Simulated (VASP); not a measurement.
# AlN in VASP: one cell, several levels of theory, part 2 of 2

The system is AlN in the rocksalt structure, a generated structure that needn't be the ground state.

VASP 6.6.1, plane waves, PAW. The steps go on from the part before.

## Step 3: r2SCAN at this geometry

File INCAR:

```
ENCUT = 520.000000
SIGMA = 0.010000
EDIFF = 1.00e-07
ALGO = Normal
METAGGA = R2SCAN
PREC = Accurate
IBRION = -1
ISIF = 2
ISMEAR = 0
NBANDS = 11
NELM = 120
NSW = 0
LASPH = .TRUE.
LCHARG = .FALSE.
LWAVE = .FALSE.
LREAL = .FALSE.
```

File KPOINTS:

```
KPOINTS created by Atomic Simulation Environment
0
Gamma
10 10 10
0 0 0
```

File KPOINTS_OPT:

```
special points
7
Reciprocal
0.0000000000 0.0000000000 0.0000000000 1
0.5000000000 0.0000000000 0.5000000000 1
0.6250000000 0.2500000000 0.6250000000 1
0.3750000000 0.3750000000 0.7500000000 1
0.5000000000 0.5000000000 0.5000000000 1
0.5000000000 0.2500000000 0.7500000000 1
0.0000000000 0.5000000000 0.5000000000 1
```

File POSCAR:

```
Al N
 1.0000000000000000
     0.0000000000000000    1.9583023921000000    1.9583023921000000
     1.9583023921000000    0.0000000000000000    1.9583023921000000
     1.9583023921000000    1.9583023921000000    0.0000000000000000
 Al  N
   1   1
Cartesian
  0.0000000000000000  0.0000000000000000  0.0000000000000000
  1.9583023921000000  1.9583023921000000  1.9583023921000000
```

Command:

```
$ mpirun -np 1 vasp_std
```

Standard output, without the iteration lines:

```text
POSCAR found type information on POSCAR AlN
 POSCAR found :  2 types and       2 ions
 -----------------------------------------------------------------------------
|                                                                             |
|                                                                             |
|     You enforced a specific xc type in the INCAR file but a different       |
|     I HOPE YOU KNOW WHAT YOU ARE DOING!                                     |
|                                                                             |
 -----------------------------------------------------------------------------

 LDA part: xc-table for (None), standard interpolation
 POSCAR, INCAR and KPOINTS ok, starting setup
 FFT: planning ... GRIDC
 FFT: planning ... GRID_SOFT
 FFT: planning ... GRID
 WAVECAR not read
 entering main loop
 Start KPOINTS_OPT (optional k-point list driver)
k-point batch [1-7\7]
```

OSZICAR:

```text
N       E                     dE             d eps       ncg     rms          rms(c)
DAV:   1     0.566655656990E+01    0.56666E+01   -0.40572E+03  1066   0.637E+02
DAV:   2    -0.217719453274E+02   -0.27439E+02   -0.26653E+02  1275   0.148E+02
DAV:   3    -0.224544309571E+02   -0.68249E+00   -0.68155E+00  1251   0.217E+01
DAV:   4    -0.224570977341E+02   -0.26668E-02   -0.26665E-02  1184   0.145E+00
DAV:   5    -0.224571209067E+02   -0.23173E-04   -0.23172E-04  1214   0.128E-01    0.844E+00
DAV:   6    -0.187250439876E+02    0.37321E+01   -0.51550E+00  1112   0.127E+01    0.393E+00
DAV:   7    -0.187577908016E+02   -0.32747E-01   -0.48530E-01  1175   0.487E+00    0.216E+00
DAV:   8    -0.187765131844E+02   -0.18722E-01   -0.36260E-02  1121   0.146E+00    0.176E-01
DAV:   9    -0.187764943105E+02    0.18874E-04   -0.14912E-03  1254   0.271E-01    0.871E-02
DAV:  10    -0.187766731857E+02   -0.17888E-03   -0.23359E-04  1157   0.125E-01    0.436E-02
DAV:  11    -0.187766567190E+02    0.16467E-04   -0.25108E-05  1221   0.311E-02    0.656E-03
DAV:  12    -0.187766571069E+02   -0.38795E-06   -0.95123E-07  1145   0.902E-03    0.196E-03
DAV:  13    -0.187766576255E+02   -0.51861E-06   -0.16346E-08   625   0.111E-03    0.648E-04
DAV:  14    -0.187766575139E+02    0.11164E-06   -0.23957E-09   586   0.429E-04    0.303E-04
DAV:  15    -0.187766574941E+02    0.19816E-07   -0.47992E-10   586   0.191E-04
   1 F= -.18776657E+02 E0= -.18776657E+02  d E =-.716632-171
       N       E                     dE             ncg
DAV:   1     0.852330844233E+03   -0.23921E+04      154
DAV:   2     0.677361665367E+03   -0.17497E+03      195
DAV:   3     0.672478640757E+03   -0.48830E+01      189
DAV:   4     0.672459274335E+03   -0.19366E-01      181
DAV:   5     0.672459063699E+03   -0.21064E-03      190
DAV:   6     0.672459060698E+03   -0.30008E-05      178
DAV:   7     0.672459060650E+03   -0.48053E-07      190
```

OUTCAR, selected sections:

```text
k-points           NKPTS =     47   k-points in BZ     NKDIM =     47   number of bands    NBANDS=     11

   NELECT =       8.0000    total number of electrons

   dimension x,y,z NGX =    24 NGY =   24 NGZ =   24
   dimension x,y,z NGXF=    48 NGYF=   48 NGZF=   48

  energy-cutoff  :      520.00
  volume of cell :       15.02
      direct lattice vectors                 reciprocal lattice vectors
     0.000000000  1.958302392  1.958302392    -0.255323183  0.255323183  0.255323183
     1.958302392  0.000000000  1.958302392     0.255323183 -0.255323183  0.255323183
     1.958302392  1.958302392  0.000000000     0.255323183  0.255323183 -0.255323183

 k-points in reciprocal lattice and weights: KPOINTS created by Atomic Simulation Env
   0.00000000  0.00000000  0.00000000       0.001
   0.10000000  0.00000000  0.00000000       0.008
   0.20000000  0.00000000  0.00000000       0.008
   0.30000000  0.00000000  0.00000000       0.008
   0.40000000  0.00000000  0.00000000       0.008
   0.50000000  0.00000000  0.00000000       0.004
   0.10000000  0.10000000  0.00000000       0.006
   0.20000000  0.10000000  0.00000000       0.024
[... 39 more k-points ...]

 E-fermi :  11.2483

 k-point     1 :       0.0000    0.0000    0.0000
  band No.  band energies     occupation
      1      -8.2623      2.00000
      2      11.0525      2.00000
      3      11.0525      2.00000
      4      11.0525      2.00000
      5      19.0749      0.00000
      6      24.2852      0.00000
      7      24.2852      0.00000
      8      24.2852      0.00000
      9      30.3464      0.00000
     10      30.3825      0.00000
     11      30.3825      0.00000

 k-point     2 :       0.1000    0.0000    0.0000
  band No.  band energies     occupation
      1      -8.0336      2.00000
      2      10.0019      2.00000
      3      10.8983      2.00000
      4      10.8983      2.00000
      5      19.6420      0.00000
      6      23.4767      0.00000
      7      24.6589      0.00000
      8      24.6589      0.00000
      9      29.2284      0.00000
     10      29.2284      0.00000
     11      31.9456      0.00000

 k-point     3 :       0.2000    0.0000    0.0000
  band No.  band energies     occupation
      1      -7.3686      2.00000
      2       7.6780      2.00000
      3      10.5253      2.00000
      4      10.5253      2.00000
      5      19.9128      0.00000
      6      23.4770      0.00000
      7      25.1327      0.00000
      8      25.1327      0.00000
      9      28.5751      0.00000
     10      28.5751      0.00000
     11      31.7108      0.00000

 k-point     4 :       0.3000    0.0000    0.0000
  band No.  band energies     occupation
      1      -6.3488      2.00000
      2       5.0962      2.00000
      3      10.1135      2.00000
      4      10.1135      2.00000
      5      19.2803      0.00000
      6      24.6351      0.00000
      7      24.6351      0.00000
      8      25.0186      0.00000
      9      30.1026      0.00000
     10      30.1026      0.00000
     11      30.7409      0.00000

 k-point     5 :       0.4000    0.0000    0.0000
  band No.  band energies     occupation
      1      -5.2129      2.00000
      2       2.9132      2.00000
      3       9.8112      2.00000
      4       9.8112      2.00000
      5      18.7738      0.00000
      6      24.0179      0.00000
      7      24.0179      0.00000
      8      26.5497      0.00000
      9      30.0086      0.00000
     10      32.6374      0.00000
     11      32.6374      0.00000

 k-point     6 :       0.5000    0.0000    0.0000
  band No.  band energies     occupation
      1      -4.6211      2.00000
      2       1.9573      2.00000
      3       9.7016      2.00000
      4       9.7016      2.00000
      5      18.6021      0.00000
      6      23.7863      0.00000
      7      23.7863      0.00000
      8      27.1814      0.00000
      9      29.7540      0.00000
     10      34.2331      0.00000
     11      34.2331      0.00000

 k-point     7 :       0.1000    0.1000    0.0000
  band No.  band energies     occupation
      1      -7.9579      2.00000
      2      10.1027      2.00000
      3      10.6295      2.00000
      4      10.6295      2.00000
      5      19.9204      0.00000
      6      22.6547      0.00000
      7      25.0953      0.00000
      8      25.0953      0.00000
      9      27.5891      0.00000
     10      30.7405      0.00000
     11      32.7810      0.00000

 k-point     8 :       0.2000    0.1000    0.0000
  band No.  band energies     occupation
      1      -7.4398      2.00000
      2       8.3754      2.00000
      3      10.1900      2.00000
      4      10.3295      2.00000
      5      20.5591      0.00000
      6      21.9742      0.00000
      7      25.2504      0.00000
      8      25.8331      0.00000
      9      26.8463      0.00000
     10      30.4062      0.00000
     11      33.2651      0.00000

 k-point     9 :       0.3000    0.1000    0.0000
  band No.  band energies     occupation
      1      -6.5366      2.00000
      2       5.9767      2.00000
      3       9.7746      2.00000
      4       9.8338      2.00000
      5      20.0384      0.00000
      6      23.2981      0.00000
      7      24.1178      0.00000
      8      25.6866      0.00000
      9      28.5035      0.00000
     10      31.2946      0.00000
     11      32.4753      0.00000

 k-point    10 :       0.4000    0.1000    0.0000
  band No.  band energies     occupation
      1      -5.4167      2.00000
      2       3.6960      2.00000
      3       9.3069      2.00000
      4       9.5186      2.00000
      5      19.5371      0.00000
      6      23.1577      0.00000
      7      24.9474      0.00000
      8      25.3437      0.00000
      9      30.5241      0.00000
     10      31.9023      0.00000
     11      33.4296      0.00000

 k-point    11 :       0.5000    0.1000    0.0000
  band No.  band energies     occupation
      1      -4.5637      2.00000
      2       2.2760      2.00000
      3       8.9301      2.00000
      4       9.4870      2.00000
      5      19.3476      0.00000
      6      22.8465      0.00000
      7      24.3958      0.00000
      8      26.6826      0.00000
      9      31.1995      0.00000
     10      32.9099      0.00000
     11      34.5059      0.00000

[... the tables of k-points 12 to 47 left out ...]

  Total        2.7441534      2.7441534      2.7441534     -0.0000000      0.0000000     -0.0000000
  in kB      292.7181871    292.7181871    292.7181871     -0.0000000      0.0000000     -0.0000000
  external PRESSURE =     292.7181871 kB  Pullay stress =       0.0000000 kB

 POSITION                                       TOTAL-FORCE (eV/Angst)
 -----------------------------------------------------------------------------------
      0.00000      0.00000      0.00000         0.000000      0.000000      0.000000
      1.95830      1.95830      1.95830        -0.000000     -0.000000     -0.000000
 -----------------------------------------------------------------------------------
    total drift:                               -0.000000     -0.000000      0.000000

  FREE ENERGIE OF THE ION-ELECTRON SYSTEM (eV)
  ---------------------------------------------------
  free  energy   TOTEN  =       -18.7766574941 eV

  energy  without entropy=      -18.7766574941  energy(sigma->0) =      -18.77665749
```

Hardware: 1 MPI rank of Intel Xeon Platinum 8488C, shared host.

The levels at the points of KPOINTS_OPT are read from vasprun.xml.

Near the gap, in eV above the top of the last filled band v; c is the band after it:

```tsv
point	v−1	v	c	c+1
Γ	0.00	0.00	8.02	13.23
X	-3.16	-3.16	5.81	6.49
U	-5.99	-2.64	7.30	10.87
K	-5.99	-2.64	7.30	10.87
L	-1.35	-1.35	7.55	12.73
W	-6.38	-4.22	10.15	12.20
```

Gap with r2SCAN: 5.81 eV, valence top at Γ, conduction bottom at X. Least direct gap: 8.02 eV. Pressure: 29.27 GPa; the forces vanish within 0.01 eV/Å.

## Step 4: What came out

This closing draws on all 2 parts.

| level | gap (eV) | pressure (GPa) | Ansatz: gap (eV) | Ansatz: pressure (GPa) |
| --- | --- | --- | --- | --- |
| PBE | 5.12 | 36.28 | 5.11 | 36.62 |
| r2SCAN | 5.81 | 29.27 | 5.84 | 30.14 |

The gap spans 5.12 eV (PBE) to 5.81 eV (r2SCAN). The pressure is highest with PBE (36.3 GPa) and lowest with r2SCAN (29.3 GPa), which orders the cells that they would relax to. The two programs agree on the gap within 0.05 eV, far less than the spread between functionals. Each program uses its own PAW datasets and cutoff.
